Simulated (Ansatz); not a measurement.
Crystal: Si2W.

```
W Si
1.0
    -1.60690    1.60690    3.91495
     1.60690   -1.60690    3.91495
     1.60690    1.60690   -3.91495
W Si
1 2
Direct
  0.00000 0.00000 0.00000
  0.66530 0.66530 0.00000
  0.33470 0.33470 0.00000
```

Base run:

```yaml
Program: Ansatz 0.2.0
Functional: BLYP
Potentials_or_basis: all-electron LAPW, scalar-relativistic
Cutoff: 218 eV (chosen from the basis error)
Basis_error_allowed: 0.002 eV/atom
k_mesh: 12 × 12 × 12
Occupations: fermi-dirac, width 0.05 eV
Spin: no spin polarisation
```

Its results: pressure 12.2 GPa.

**Question.** The run is repeated on the same cell with these changes: functional from BLYP to PBE; occupations from fermi-dirac, width 0.05 eV to gaussian, width 0.017 eV. What comes out?

**Answer.** Pressure 3.3 GPa.
